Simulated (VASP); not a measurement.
# Rh in VASP: relaxation of the atoms with LDA

Aim: the relaxation of the atoms of Rh with LDA.

All numbers are computed with VASP 6.6.1; they aren't measurements. Logs are shortened: lines on timing, memory, paths and dates and some standing lists are left out, and cuts for length are marked.

## 1. The structure

The cell holds a slab with vacuum, 8 atoms: a = 3.860 Å, b = 3.860 Å, c = 28.448 Å, α = 90.00°, β = 90.00°, γ = 90.00°.

The cell was built by a generator and needn't be a form met in nature.

## 2. Relaxation of the atoms, LDA

The input, INCAR:

```
  PREC = Accurate
  ENCUT = 520
  EDIFF = 1E-6
  ISMEAR = 1
  SIGMA = 0.1
  LREAL = False
  LASPH = True
  NELM = 120
  ALGO = Normal
  ISIF = 2
  LWAVE = False
  LCHARG = False
  LDIPOL = True
  IDIPOL = 3
  DIPOL = 0.5 0.5 0.500
  IBRION = 2
  NSW = 90
  EDIFFG = -0.02
  KPAR = 2
```

The input, KPOINTS:

```
Automatic mesh
0
Gamma
  9 9 1
```

The input, POSCAR:

```
Rh
1.0
    3.8601100000      0.0000000000      0.0000000000
    0.0000000000      3.8601100000      0.0000000000
    0.0000000000      0.0000000000     28.4476830600
Rh
8
Direct
    0.5000000000      0.5000000000      0.4046062400
    0.0000000000      0.0000000000      0.4046062400
    0.0000000000      0.5000000000      0.4682009100
    0.5000000000      1.0000000000      0.4682009100
    0.5000000000      0.5000000000      0.5317990900
    0.0000000000      0.0000000000      0.5317990900
    1.0000000000      0.5000000000      0.5953937600
    0.5000000000      0.0000000000      0.5953937600
```

Potentials or basis: VASP PAW LDA potentials, release 64 (Rh_pv).

Launch:

```sh
cat potpaw_LDA.64/Rh_pv/POTCAR > POTCAR
mpirun -np 2 vasp_std > vasp.out
```

OUTCAR:

```text
PREC = Accurate
   ENCUT = 520
   EDIFF = 1E-6
   ISMEAR = 1
   LREAL = False
   LASPH = True
   NELM = 120
   ISIF = 2
   IBRION = 2
   NSW = 90
   EDIFFG = -0.02

 ion  position               nearest neighbor table
   1  0.500  0.500  0.405-   3 2.65   4 2.65   4 2.65   3 2.65   2 2.73   2 2.73   2 2.73   2 2.73

   2  0.000  0.000  0.405-   3 2.65   4 2.65   3 2.65   4 2.65   1 2.73   1 2.73   1 2.73   1 2.73

   3  0.000  0.500  0.468-   1 2.65   2 2.65   2 2.65   1 2.65   5 2.65   6 2.65   6 2.65   5 2.65
                             4 2.73   4 2.73   4 2.73   4 2.73
   4  0.500  0.000  0.468-   1 2.65   2 2.65   1 2.65   2 2.65   5 2.65   5 2.65   6 2.65   6 2.65
                             3 2.73   3 2.73   3 2.73   3 2.73
   5  0.500  0.500  0.532-   7 2.65   8 2.65   8 2.65   7 2.65   4 2.65   3 2.65   3 2.65   4 2.65
                             6 2.73   6 2.73   6 2.73   6 2.73
   6  0.000  0.000  0.532-   7 2.65   8 2.65   7 2.65   8 2.65   3 2.65   3 2.65   4 2.65   4 2.65
                             5 2.73   5 2.73   5 2.73   5 2.73
   7  0.000  0.500  0.595-   5 2.65   6 2.65   6 2.65   5 2.65   8 2.73   8 2.73   8 2.73   8 2.73
[... 7 lines left out ...]
  Lattice vectors:

 A1 = (   3.8601100000,   0.0000000000,   0.0000000000)
 A2 = (   0.0000000000,   3.8601100000,   0.0000000000)
 A3 = (   0.0000000000,   0.0000000000,  28.4476830600)

Analysis of symmetry for initial positions (statically):
=====================================================================
 Subroutine PRICEL returns following result:

  LATTYP: Found a simple tetragonal cell.
 ALAT       =     2.7295099571
 C/A-ratio  =    10.4222675524

  Lattice vectors:

 A1 = (   1.9300550000,  -1.9300550000,   0.0000000000)
 A2 = (   1.9300550000,   1.9300550000,   0.0000000000)
 A3 = (   0.0000000000,   0.0000000000,  28.4476830600)

   2 primitive cells build up your supercell.

 Routine SETGRP: Setting up the symmetry group for a
 simple tetragonal supercell.

 Subroutine GETGRP returns: Found 16 space group operations
 (whereof  8 operations were pure point group operations)
 out of a pool of 16 trial point group operations.

The static configuration has the point symmetry C_4v.
 The point group associated with its full space group is D_4h.

Analysis of symmetry for dynamics (positions and initial velocities):
=====================================================================
 Subroutine PRICEL returns following result:

  LATTYP: Found a simple tetragonal cell.
 ALAT       =     2.7295099571
 C/A-ratio  =    10.4222675524

  Lattice vectors:

 A1 = (   1.9300550000,  -1.9300550000,   0.0000000000)
 A2 = (   1.9300550000,   1.9300550000,   0.0000000000)
 A3 = (   0.0000000000,   0.0000000000,  28.4476830600)

   2 primitive cells build up your supercell.

 Routine SETGRP: Setting up the symmetry group for a
 simple tetragonal supercell.

 Subroutine GETGRP returns: Found 16 space group operations
 (whereof  8 operations were pure point group operations)
 out of a pool of 16 trial point group operations.

The dynamic configuration has the point symmetry C_4v.
 The point group associated with its full space group is D_4h.

 Subroutine INISYM returns: Found 16 space group operations
 (whereof  8 operations are pure point group operations),
 and found     2 'primitive' translations

----------------------------------------------------------------------------------------

                                     Primitive cell

  volume of cell :     211.9416

  direct lattice vectors                    reciprocal lattice vectors
     1.930055000 -1.930055000  0.000000000     0.259059975 -0.259059975  0.000000000
     1.930055000  1.930055000  0.000000000     0.259059975  0.259059975  0.000000000
     0.000000000  0.000000000 28.447683060     0.000000000  0.000000000  0.035152248

  length of vectors
     2.729509957  2.729509957 28.447683060     0.366366130  0.366366130  0.035152248

  position of ions in fractional coordinates (direct lattice)
     1.000000000  0.000000000  0.404606240
     0.500000000  0.500000000  0.468200910
     1.000000000  0.000000000  0.531799090
     0.500000000  0.500000000  0.595393760

  ion indices of the primitive-cell ions
   primitive index   ion index
                 1           1
                 2           3
                 3           5
                 4           7

----------------------------------------------------------------------------------------

 KPOINTS: Automatic mesh

Automatic generation of k-mesh.
 Grid dimensions read from file:
 generate k-points for:    9    9    1

 Generating k-lattice:

  Cartesian coordinates                     Fractional coordinates (reciprocal lattice)
     0.028784442  0.000000000  0.000000000     0.111111111  0.000000000  0.000000000
     0.000000000  0.028784442  0.000000000     0.000000000  0.111111111  0.000000000
     0.000000000  0.000000000  0.035152248     0.000000000  0.000000000  1.000000000

  Length of vectors
     0.028784442  0.028784442  0.035152248

  Shift w.r.t. Gamma in fractional coordinates (k-lattice)
     0.000000000  0.000000000  0.000000000

 Subroutine IBZKPT returns following result:
 ===========================================

 Found     15 irreducible k-points:

 Following reciprocal coordinates:
            Coordinates               Weight
  0.000000  0.000000  0.000000      1.000000
  0.111111  0.000000  0.000000      4.000000
  0.222222  0.000000  0.000000      4.000000
  0.333333  0.000000  0.000000      4.000000
  0.444444  0.000000  0.000000      4.000000
  0.111111  0.111111  0.000000      4.000000
  0.222222  0.111111  0.000000      8.000000
  0.333333  0.111111  0.000000      8.000000
  0.444444  0.111111  0.000000      8.000000
  0.222222  0.222222  0.000000      4.000000
  0.333333  0.222222  0.000000      8.000000
  0.444444  0.222222  0.000000      8.000000
  0.333333  0.333333  0.000000      4.000000
  0.444444  0.333333  0.000000      8.000000
  0.444444  0.444444  0.000000      4.000000
   k-points           NKPTS =     15   k-points in BZ     NKDIM =     15   number of bands    NBANDS=     72
   number of dos      NEDOS =    301   number of ions     NIONS =      8
   total plane-waves  NPLWV = 194400
   dimension x,y,z NGX =    30 NGY =   30 NGZ =  216
   dimension x,y,z NGXF=    60 NGYF=   60 NGZF=  432
   ions per type =               8
   NGX,Y,Z   is equivalent  to a cutoff of  12.92, 12.92, 12.62 a.u.
   NGXF,Y,Z  is equivalent  to a cutoff of  25.84, 25.84, 25.25 a.u.
 SYSTEM =  unknown system
   PREC   = accura    normal or accurate (medium, high low for compatibility)
   ISTART =      0    job   : 0-new  1-cont  2-samecut
   ICHARG =      2    charge: 1-file 2-atom 10-const
   ISPIN  =      1    spin polarized calculation?
   LNONCOLLINEAR =      F non collinear calculations
   LSORBIT =      F    spin-orbit coupling
   LASPH  =      T    aspherical Exc in radial PAW
   ENCUT  =  520.0 eV  38.22 Ry    6.18 a.u.   7.18  7.18 52.89*2*pi/ulx,y,z
   NELM   =    120;   NELMIN=  2; NELMDL= -5     # of ELM steps
   EDIFF  = 0.1E-05   stopping-criterion for ELM
   LREAL  =      F    real-space projection
   EDIFFG = -.2E-01   stopping-criterion for IOM
   NSW    =     90    number of steps for IOM
   IBRION =      2    ionic relax: 0-MD 1-quasi-New 2-CG
   NFREE  =      1    steps in history (QN), initial steepest desc. (CG)
   ISIF   =      2    stress and relaxation
   ISYM   =      2    0-nonsym 1-usesym 2-fastsym
   POTIM  = 0.5000    time-step for ionic-motion
   TEBEG  =    0.0;   TEEND  =   0.0 temperature during run
   PSTRESS=    0.0 pullay stress
   NELECT =     120.0000    total number of electrons
   NUPDOWN=      -1.0000    fix difference up-down
   EMIN   =  10.00;   EMAX   =-10.00  energy-range for DOS
   EFERMI =   0.00;   METHOD = LEGACY
   ISMEAR =     1;   SIGMA  =   0.10  broadening in eV -4-tet -1-fermi 0-gaus
   EFERMI_NEDOS =   21; number of points for ismear=-14 and -15
   IALGO  =     38    algorithm
   IMIX   =      4    mixing-type and parameters
     AMIX     =   0.40;   BMIX     =  1.00
     AMIX_MAG =   1.60;   BMIX_MAG =  1.00
  volume/ion in A,a.u.               =      52.99       357.56
  Fermi-wavevector in a.u.,A,eV,Ry     =   1.074946  2.031353 15.721642  1.155508
  Thomas-Fermi vector in A             =   2.210788
   LORBIT       =      0    0 simple, 1 ext, 2 COOP (PROOUT), +10 PAW based schemes
   GGA     = CA    functional components
   LHFCALC =     F    Hartree Fock is set to
   AEXX    =    0.0000 exact exchange contribution
   IVDW    =     0    specifies the selected vdW correction
   LEPSILON=     F    determine dielectric tensor
   LRPA    =     F    only Hartree local field effects (RPA)
 conjugate gradient relaxation of ions
 non-spin polarized calculation
 Methfessel and Paxton  Order N= 1 SIGMA  =   0.10
  energy-cutoff  :      520.00
  volume of cell :      423.88
 maximum number of plane-waves:     11446
 NGX is ok and might be reduce to    30
   NGX = 15   NGY = 15   NGZ =105

 dipolmoment           0.000000      0.000000     -0.000000 electrons x Angstroem

--------------------------------------- Ionic step        1  -------------------------------------------

 number of electron     120.0000065 magnetization

 Free energy of the ion-electron system (eV)
  ---------------------------------------------------
  ext. energy  EPLUGINS =         0.00000000
  ---------------------------------------------------
  free energy    TOTEN  =       -63.43592606 eV

  energy without entropy =      -63.42350521  energy(sigma->0) =      -63.43178578

------------------------ aborting loop because EDIFF is reached ----------------------------------------

  FORCE on cell =-STRESS in cart. coord.  units (eV):
  Direction    XX          YY          ZZ          XY          YZ          ZX
  --------------------------------------------------------------------------------------
  -------------------------------------------------------------------------------------
  Total      -14.6709879    -14.6709879     -2.6318885      0.0000000     -0.0000000      0.0000000
  in kB      -55.4528256    -55.4528256     -9.9479092      0.0000000     -0.0000000      0.0000000
  external PRESSURE =     -40.2845201 kB  Pullay stress =       0.0000000 kB
[... 153 lines left out ...]
  energy  without entropy=      -63.5070952704  energy(sigma->0) =      -63.51524525

--------------------------------------- Ionic step        5  -------------------------------------------

 number of electron     120.0000072 magnetization

 dipolmoment           0.000000      0.000000      0.000000 electrons x Angstroem

 Free energy of the ion-electron system (eV)
  ---------------------------------------------------
  ext. energy  EPLUGINS =         0.00000000
  ---------------------------------------------------
  free energy    TOTEN  =       -63.52105032 eV

  energy without entropy =      -63.50888055  energy(sigma->0) =      -63.51699373

 E-fermi :  -1.0248     XC(G=0):  -4.4269

 val. band max:       -1.0254951539   @ k =   0.2222   0.2222   0.0000
 cond. band min:      -1.0131812956   @ k =   0.1111   0.1111   0.0000
 fundamental gap:      0.0123138583
 Fermi energy:        -1.0248019509

 k-point     1 :       0.0000    0.0000    0.0000
  band No.  band energies     occupation
      1     -47.9314      2.00000
      2     -47.9314      2.00000
      3     -47.8843      2.00000
      4     -47.7249      2.00000
      5     -47.7249      2.00000
      6     -47.6055      2.00000
[... 1114 lines left out ...]
     71       1.7350      0.00000
     72       2.6835      0.00000

------------------------ aborting loop because EDIFF is reached ----------------------------------------

 vacuum level on the upper side and lower side of the slab       (xc-potential included)        -0.147        -0.147

  FORCE on cell =-STRESS in cart. coord.  units (eV):
  Direction    XX          YY          ZZ          XY          YZ          ZX
  --------------------------------------------------------------------------------------
  -------------------------------------------------------------------------------------
  Total      -12.6570472    -12.6570472     -0.1351376      0.0000000      0.0000000     -0.0000000
  in kB      -47.8406111    -47.8406111     -0.5107880      0.0000000      0.0000000     -0.0000000
  external PRESSURE =     -32.0640034 kB  Pullay stress =       0.0000000 kB

 VOLUME and BASIS-vectors are now :
 -----------------------------------------------------------------------------
  energy-cutoff  :      520.00
  volume of cell :      423.88
      direct lattice vectors                 reciprocal lattice vectors
     3.860110000  0.000000000  0.000000000     0.259059975  0.000000000  0.000000000
     0.000000000  3.860110000  0.000000000     0.000000000  0.259059975  0.000000000
     0.000000000  0.000000000 28.447683060     0.000000000  0.000000000  0.035152248
[... 14 lines left out ...]
  FREE ENERGIE OF THE ION-ELECTRON SYSTEM (eV)
  ---------------------------------------------------
  free  energy   TOTEN  =       -63.5210503239 eV

  energy  without entropy=      -63.5088805543  energy(sigma->0) =      -63.51699373

 reached required accuracy - stopping structural energy minimisation

 vacuum level on the upper side and lower side of the slab         4.341         4.341
```

Wall time 15 min (2 MPI ranks of Intel Xeon Platinum 8559C (Emerald Rapids), shared host); peak memory 0.55 GiB.

Results:

- Free energy: -63.5211 eV
- Energy gained by relaxing: 10.6 meV/atom
- Ionic steps: 5
- Largest force after relaxing: 0.016 eV/Å
- Band gap on the k mesh: none (metal or under the smearing width)

Forces in eV/Å, atoms in the order of the input:
```
Rh   0.000  0.000  0.000
Rh   0.000  0.000  0.000
Rh   0.000  0.000  0.016
Rh   0.000  0.000  0.016
Rh   0.000  0.000 -0.016
Rh   0.000  0.000 -0.016
Rh   0.000  0.000  0.000
Rh   0.000  0.000  0.000
```

Step by step:
```
step  energy change (eV)  largest force (eV/Å)  pressure (GPa)
   1              0.0000                0.7220           -4.03
   2             -0.0807                0.1327           -3.57
   3             -0.0814                0.0928           -3.51
   4             -0.0834                0.0613           -3.40
   5             -0.0851                0.0164           -3.21
```

Final structure:
```
Rh
1.0
     3.86011    0.00000    0.00000
     0.00000    3.86011    0.00000
     0.00000    0.00000   28.44768
Rh
8
Direct
  0.50000 0.50000 0.40600
  0.00000 0.00000 0.40600
  0.00000 0.50000 0.46710
  0.50000 0.00000 0.46710
  0.50000 0.50000 0.53290
  0.00000 0.00000 0.53290
  0.00000 0.50000 0.59400
  0.50000 0.00000 0.59400
```

Levels at points of the mesh, in eV from the Fermi level:
```csv
k point,band 57,band 58,band 59,band 60,band 61,band 62,band 63,band 64
"(0.00, 0.00, 0.00)",0.16,0.32,0.32,0.36,0.63,0.66,0.66,0.76
```
